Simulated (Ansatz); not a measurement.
CoSn: how the axes shrink under pressure

CoSn, P6/mmm, a = 5.220 Å, c = 4.168 Å. The structure is a Materials Project entry; whether it is the stable form wasn't checked. Ansatz: PBEsol, PAW, 420 eV, Γ-centred 12×12×8 mesh on 6 atoms, Gaussian smearing 0.10 eV; no spin polarisation. Cell and atoms are relaxed at each pressure, and no other structure is tried, so the rows at high pressure may lie past a change of phase. y = 100 ln(c/c0) with c0 = 4.1685 Å, so nearly a change in per cent. The pressures are the targets, met within 0.05 GPa.

```tsv
P (GPa)	y	100 ln(a/a0)
-2.0	?	?
0.0	0.00	0.00
2.0	-0.45	-0.44
5.0	-1.06	-1.05
10.0	-1.99	-1.97
20.0	-3.56	-3.54
40.0	-5.97	-5.96
```

Problem. Fit y = c1 P + c2 P² to the other rows, give the linear compressibility along c, and predict the missing y.

Solution. Least squares on the rows shown. y = −0.2116 P + 0.001566 P². The linear compressibility along c is −c1/100 = 2.12 per TPa, against 2.10 along a from the same fit to the last column (its missing entry is 0.47): the crystal is about as stiff along both at low pressure. The runs next to zero pressure give 2.30 and 2.28, so a parabola over the whole range misstates the start. With a term in P³ added, the coefficient of P becomes -0.2258, 7 % more, which shows how far this figure hangs on the form. At P = -2.0 the fit asked for gives 0.43. The run gave 0.47, so the fit is 0.04 too low, within twice the rms miss on the fitted rows (0.03).

The mesh isn't the same in all rows (12×12×8, 12×12×10).